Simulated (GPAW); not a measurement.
# ZnS (Wurtzite-6H) (P6_3mc) in GPAW: single point with PBE

Aim: the single point of ZnS (Wurtzite-6H) with PBE.

All numbers are computed with GPAW 26.7.0; they aren't measurements. Logs are shortened: lines on timing, memory, paths and dates and some standing lists are left out, and cuts for length are marked. The log counts tension as positive stress, the text compression.

**What was measured.**

From a printed reference work, monograph, for a bulk crystal of ZnS at 4 K: band gap 3.911 eV (direct).

How close the calculation comes is told below.

## 1. Starting point

It takes space group P6_3mc (No. 186, hexagonal). The conventional cell has a = 3.812 Å, b = 3.812 Å, c = 18.690 Å, α = 90.00°, β = 90.00°, γ = 120.00°. Zn (site symmetry 3m) is surrounded by 4 S at 2.33 to 2.34 Å. Zn (site symmetry 3m) is surrounded by 4 S at 2.33 to 2.34 Å. Zn (site symmetry 3m) has 4 S at 2.33 to 2.34 Å as nearest neighbours. S (site symmetry 3m) has 4 Zn at 2.33 to 2.34 Å as nearest neighbours. S (site symmetry 3m) has 4 Zn at 2.33 to 2.34 Å as nearest neighbours. S (site symmetry 3m) is surrounded by 4 Zn at 2.33 to 2.34 Å.

## 2. Single point, PBE

Input file run.py:

```python
from ase import Atoms
from ase.dft.bandgap import bandgap
from ase.io import write
from ase.units import Bohr, GPa
from gpaw import GPAW, PW
from gpaw.elf import elf_from_dft_calculation

atoms = Atoms(['Zn', 'Zn', 'Zn', 'Zn', 'Zn', 'Zn', 'S', 'S', 'S', 'S', 'S', 'S'],
              cell=[[3.812, 0.0, 0.0],
                    [-1.906, 3.3012888392, 0.0],
                    [0.0, 0.0, 18.68999]],
              scaled_positions=[[0.3333333333, 0.6666666667, 0.83333],
                                [0.6666666667, 0.3333333333, 0.33333],
                                [0.6666666667, 0.3333333333, 0.66667],
                                [0.3333333333, 0.6666666667, 0.16667],
                                [0.0, 0.0, 0.5],
                                [0.0, 0.0, 0.0],
                                [0.3333333333, 0.6666666667, 0.95833],
                                [0.6666666667, 0.3333333333, 0.45833],
                                [0.6666666667, 0.3333333333, 0.79167],
                                [0.3333333333, 0.6666666667, 0.29167],
                                [0.0, 0.0, 0.625],
                                [0.0, 0.0, 0.125]],
              pbc=True)

calc = GPAW(mode=PW(600),
            xc='PBE',
            kpts={'size': (8, 8, 2), 'gamma': True},
            occupations={'name': 'methfessel-paxton', 'order': 0, 'width': 0.015},
            nbands=84,
            convergence={'density': 1e-05, 'energy': 1e-05},
            maxiter=150,
            txt='gpaw.txt')
atoms.calc = calc
energy = atoms.get_potential_energy()
forces = atoms.get_forces()
stress = atoms.get_stress()
calc.write('gs.gpw')
write('result.traj', atoms)
print(f'Energy: {energy:.6f} eV')
print('Forces (eV/A):')
print(forces.round(4))
print('Stress (GPa):', (stress / GPa).round(3))
print('Fermi level:', round(calc.get_fermi_level(), 4), 'eV')
print(f'Gap: {bandgap(calc)[0]:.4f} eV, direct: {bandgap(calc, direct=True)[0]:.4f} eV')

# fields on the real-space grid
write('density.cube', atoms, data=calc.get_pseudo_density() * Bohr**3)
write('potential.cube', atoms, data=calc.get_electrostatic_potential())
write('elf.cube', atoms, data=elf_from_dft_calculation(calc).data)
```

Potentials or basis: GPAW PAW data sets (gpaw-data 1.2.1), pw.

Run with:

```
> OMP_NUM_THREADS=1 python run.py
```

gpaw.txt:

```text
__  _  _
 | _ |_)|_||  |
 |__||  | ||/\| - 26.7.0

Input parameters:
  mode=PW(ecut=600.0),
  convergence={'density': 1e-05, 'energy': 1e-05},
  kpts=MonkhorstPack(size=(8, 8, 2), gamma=True),
  maxiter=150,
  nbands=84,
  occupations=Occupations(name='methfessel-paxton', order=0, width=0.015),
  xc=XC(name='PBE')

Diagonalizing LCAO Hamiltonian
Converting LCAO to pw mode

         S

         Zn
             S

             Zn

       S

       Zn    S

         S   Zn

         Zn

       S

       Zn

Atoms  # Å, Bohr magnetons
|    | symbol |         x |        y |         z |    initial magnetic moments |
|----|--------|-----------|----------|-----------|-----------------------------|
|  0 |     Zn | -0.000000 | 2.200859 | 15.574929 | ( 0.0000,  0.0000,  0.0000) |
|  1 |     Zn |  1.906000 | 1.100430 |  6.229934 | ( 0.0000,  0.0000,  0.0000) |
|  2 |     Zn |  1.906000 | 1.100430 | 12.460056 | ( 0.0000,  0.0000,  0.0000) |
|  3 |     Zn | -0.000000 | 2.200859 |  3.115061 | ( 0.0000,  0.0000,  0.0000) |
|  4 |     Zn |  0.000000 | 0.000000 |  9.344995 | ( 0.0000,  0.0000,  0.0000) |
|  5 |     Zn |  0.000000 | 0.000000 |  0.000000 | ( 0.0000,  0.0000,  0.0000) |
|  6 |      S | -0.000000 | 2.200859 | 17.911178 | ( 0.0000,  0.0000,  0.0000) |
|  7 |      S |  1.906000 | 1.100430 |  8.566183 | ( 0.0000,  0.0000,  0.0000) |
|  8 |      S |  1.906000 | 1.100430 | 14.796304 | ( 0.0000,  0.0000,  0.0000) |
|  9 |      S | -0.000000 | 2.200859 |  5.451309 | ( 0.0000,  0.0000,  0.0000) |
| 10 |      S |  0.000000 | 0.000000 | 11.681244 | ( 0.0000,  0.0000,  0.0000) |
| 11 |      S |  0.000000 | 0.000000 |  2.336249 | ( 0.0000,  0.0000,  0.0000) |

Unit cell  # Å
| periodic |         x |        y |         z |   lengths |     angles |
|----------|-----------|----------|-----------|-----------|------------|
|      yes |  3.812000 | 0.000000 |  0.000000 |  3.812000 |  90.000000 |
|      yes | -1.906000 | 3.301289 |  0.000000 |  3.812000 |  90.000000 |
|      yes |  0.000000 | 0.000000 | 18.689990 | 18.689990 | 120.000000 |

Number of symmetries: 6
Symmetry operations  # r_c * U_cc + t_c -> r_c
|   | kind |            matrix            |
|---|------|------------------------------|
| 0 |  σ   |  1, 1, 0,  0,-1, 0,  0, 0, 1 |
| 1 |  E   |  1, 0, 0,  0, 1, 0,  0, 0, 1 |
| 2 |  C3  |  0, 1, 0, -1,-1, 0,  0, 0, 1 |
| 3 |  σ   |  0,-1, 0, -1, 0, 0,  0, 0, 1 |
| 4 |  σ   | -1, 0, 0,  1, 1, 0,  0, 0, 1 |
| 5 |  C3  | -1,-1, 0,  1, 0, 0,  0, 0, 1 |

BZ-sampling:
  Number of BZ points: 128
  Number of IBZ points: 20

  Monkhorst-Pack size: [8, 8, 2]
  Monkhorst-Pack shift: [0.0625, 0.0625, 0.25]

K-points  # in reciprocal-cell coordinates
|     |                                coordinates |     weight |
|-----|--------------------------------------------|------------|
|   0 | (  0.00000000,   0.00000000,   0.00000000) | 0.00781250 |
|   1 | (  0.00000000,   0.00000000,   0.50000000) | 0.00781250 |
|   2 | (  0.12500000,   0.00000000,   0.00000000) | 0.04687500 |
|   3 | (  0.12500000,   0.00000000,   0.50000000) | 0.04687500 |
|   4 | (  0.25000000,  -0.12500000,   0.00000000) | 0.04687500 |
|   5 | (  0.25000000,  -0.12500000,   0.50000000) | 0.04687500 |
|   6 | (  0.25000000,   0.00000000,   0.00000000) | 0.04687500 |
|   7 | (  0.25000000,   0.00000000,   0.50000000) | 0.04687500 |
|   8 | (  0.37500000,  -0.12500000,   0.00000000) | 0.09375000 |
|   9 | (  0.37500000,  -0.12500000,   0.50000000) | 0.09375000 |
| ... |                                            |            |
|  19 | (  0.50000000,   0.50000000,   0.50000000) | 0.02343750 |

Plane wave coefficients: 7890
Cutoff: 600.0 eV

Spin-components: 1 (collinear spins)
Bands:           84
Projectors:      66
Spin-degeneracy: 2
Datatype:        complex128

Parallelization:
  kpt:    1
  domain: 1
  band:   1

Density:
  Valence electrons: 108.0
  Components: 1
  Grid points: [ 24  24 108]
  Charge: 0.0  # |e|

Potential:
  Grid points: [ 24  24 108]

species:
  Zn:
    name:    Zinc
    Z:       30.0
    valence: 12
    core:    18
    charge:  0.0  # [|e|]
    compensation charges:
      type: gauss
      rc: 0.37  # [Å]
      lmax: 2
    cutoffs:
      filter: 2.14  # [Å]
      core: 2.28  # [Å]
    projectors
    | kind |    occ | energy [eV] | rcut [Å] |
    |------|--------|-------------|----------|
    |   4s |  2.000 |      -5.977 |    1.286 |
    |   4p |  0.000 |      -1.117 |    1.270 |
    |   3d | 10.000 |     -10.142 |    1.180 |
    |    s |        |      21.234 |    1.286 |
    |    p |        |      26.095 |    1.270 |
    |    d |        |      17.070 |    1.180 |

    Using partial waves for Zn as LCAO basis

  S:
    name:    Sulfur
    Z:       16.0
    valence: 6
    core:    10
    charge:  0.0  # [|e|]
    compensation charges:
      type: gauss
      rc: 0.24  # [Å]
      lmax: 2
    cutoffs:
      filter: 1.77  # [Å]
      core: 1.66  # [Å]
    projectors
    | kind |    occ | energy [eV] | rcut [Å] |
    |------|--------|-------------|----------|
    |   3s |  2.000 |     -17.254 |    0.974 |
    |   3p |  4.000 |      -7.008 |    0.979 |
    |    s |        |       9.957 |    0.974 |
    |    p |        |      20.203 |    0.979 |
    |    d |        |       0.000 |    0.900 |

    Using partial waves for S as LCAO basis

Reference energy: -358313.679303  # eV

eigensolver:
  PPCG
  Converge bands: occupied
  niter=2

density mixing:
  MSR1-Mixer
  Pratt-step length: 0.05
  Maximum mixing coefficient: 0.75
  Old densities: 10
  SVD Regularization: 0.005
  Good broyden scale: 1.0
  Trust region scale: 1.0
  Backstep threshold: 4.0
  History deletion threshold: 6.0
  Fourier metric: weight=20.0, sigma=0.015

occupation numbers:
  Methfessel-Paxton:
    width: 0.0150  # eV
    order: 0

poisson solver:
  ecut: 4800.0  # eV

xc functional:
  name: PBE with 2 nearest neighbor stencil

convergence criteria:
- Maximum integral of absolute [dens]ity change: 1e-05 electrons / valence electron
- Maximum [total energy] change in last 3 cyles: 1e-05 eV / valence electron
- Maximum integral of absolute [eigenst]ate change: 4e-08 eV^2 / valence electron
maximum number of iterations: 150

SCF iterations
|iter     | |      energy | eigst |  dens |
|---------|-|-------------|-------|-------|
|iter:   1| |  -42.954385 | +1.04 |       |
|iter:   2| |  -43.142136 | +0.31 | -1.19 |
|iter:   3| |  -41.769750 | -0.26 | -1.23 |
|iter:   4| |  -41.521104 | -1.25 | -1.62 |
|iter:   5| |  -41.501988 | -2.01 | -1.97 |
|iter:   6| |  -41.510992 | -2.29 | -2.25 |
|iter:   7| |  -41.509505 | -2.84 | -2.80 |
|iter:   8| |  -41.509891 | -3.44 | -3.27 |
|iter:   9| |  -41.509837c| -3.94 | -3.47 |
|iter:  10| |  -41.509853c| -4.62 | -4.08 |
|iter:  11| |  -41.509854c| -5.25 | -4.62 |
|iter:  12| |  -41.509855c| -5.76 | -4.90 |
|iter:  13| |  -41.509855c| -6.38 | -5.27c|
|iter:  14| |  -41.509855c| -7.05 | -5.50c|
|iter:  15| |  -41.509855c| -7.53c| -5.94c|

Converged in 15 steps
Energy contributions relative to reference atoms: (reference = -358313.679303)

Energy contributions:
  Kinetic:          68.098001
  Coulomb:         -57.532706
  Zero:              0.329745
  External:          0.000000
  Xc:              -52.404895
  Entropy:           0.000000
  Spinorbit:         0.000000
  ----------------------------
  Free energy:     -41.509855
  Extrapolated:    -41.509855

dipole moment: (-19.420632, -33.637521, -24.739257)  # |e|*Ang

Fermi level: 4.594
Eigenvalues  # (at kpt = [0.000, 0.000, 0.000])
| band index |      eig [eV] | occ [0-2] |
|------------|---------------|-----------|
|          0 |        -9.364 |     2.000 |
|        ... |               |           |
|         46 |         3.151 |     2.000 |
|         47 |         3.576 |     2.000 |
|         48 |         3.576 |     2.000 |
|         49 |         3.587 |     2.000 |
|         50 |         3.587 |     2.000 |
|         51 |         3.804 |     2.000 |
[... 8 lines left out ...]
|         60 |        10.111 |     0.000 |
|         61 |        10.149 |     0.000 |
|        ... |               |           |
|         83 |        15.959 |     0.000 |

Gap: 2.157 eV
Transition (v -> c):
  (s=0, k=0, n=53, [0.00, 0.00, 0.00]) -> (s=0, k=0, n=54, [0.00, 0.00, 0.00])
No difference between direct/indirect transitions

Forces  # eV/Ang
|        x |        y |        z |
|----------|----------|----------|
| -0.00000 | -0.00000 |  0.00256 |  # Zn   0
|  0.00000 |  0.00000 |  0.00258 |  # Zn   1
| -0.00000 |  0.00000 |  0.01304 |  # Zn   2
|  0.00000 | -0.00000 |  0.01299 |  # Zn   3
|  0.00000 | -0.00000 | -0.00311 |  # Zn   4
| -0.00000 |  0.00000 | -0.00311 |  # Zn   5
|  0.00000 |  0.00000 | -0.02993 |  # S    6
| -0.00000 |  0.00000 | -0.02982 |  # S    7
|  0.00000 | -0.00000 | -0.00690 |  # S    8
| -0.00000 |  0.00000 | -0.00689 |  # S    9
|  0.00000 |  0.00000 |  0.02441 |  # S   10
| -0.00000 |  0.00000 |  0.02422 |  # S   11

Stress tensor  # eV/Ang^3
|         x |         y |         z |
|-----------|-----------|-----------|
| -0.013293 |  0.000000 |  0.000000 |
|  0.000000 | -0.013293 |  0.000000 |
|  0.000000 |  0.000000 | -0.013626 |

# Writing to gs.gpw (mode='')
```

Wall time 4.1 min (1 thread of Intel Xeon 6975P-C (Granite Rapids), shared host); peak memory 0.52 GiB.

Results:

| Quantity | Value |
| --- | --- |
| Free energy | -41.5099 eV |
| Pressure | 2.1 GPa |
| Largest force | 0.030 eV/Å |
| Band gap on the k mesh | 2.16 eV, direct |

Forces in eV/Å, atoms in the order of the input:
```
Zn   0.000  0.000  0.003
Zn   0.000  0.000  0.003
Zn   0.000  0.000  0.013
Zn   0.000  0.000  0.013
Zn   0.000  0.000 -0.003
Zn   0.000  0.000 -0.003
S    0.000  0.000 -0.030
S    0.000  0.000 -0.030
S    0.000  0.000 -0.007
S    0.000  0.000 -0.007
S    0.000  0.000  0.024
S    0.000  0.000  0.024
```

Levels at points of the mesh, in eV from the valence-band top:
```csv
k point,band 50,band 51,band 52,band 53,band 54,band 55,band 56,band 57,band 58,band 59
"(0.00, 0.00, 0.00)",-0.24,-0.24,-0.02,0.00,0.00,2.16,3.21,3.26,3.33,3.36
"(0.00, 0.00, 0.50)",-0.47,-0.07,-0.07,-0.07,-0.07,2.64,2.64,3.27,3.27,3.53
"(0.50, 0.50, 0.00)",-1.49,-1.27,-1.26,-1.09,-0.88,3.43,3.56,3.60,3.87,4.03
"(0.50, 0.50, 0.50)",-1.61,-1.22,-1.22,-0.99,-0.99,3.36,3.36,3.85,3.85,4.13
```

Caveat: the cell's inner coordinates are idealised or old, which leaves forces on the atoms.

## 3. How close it comes

Step 2. Against the measured gap of ZnS, 3.911 eV (direct; 4 K; a printed reference work, monograph), the calculated 2.16 eV is off by -1.75 eV. The value is that of PBE on a finite k mesh, which can miss the band edges, without temperature or zero-point motion. Semilocal functionals fall short of measured gaps as a rule.
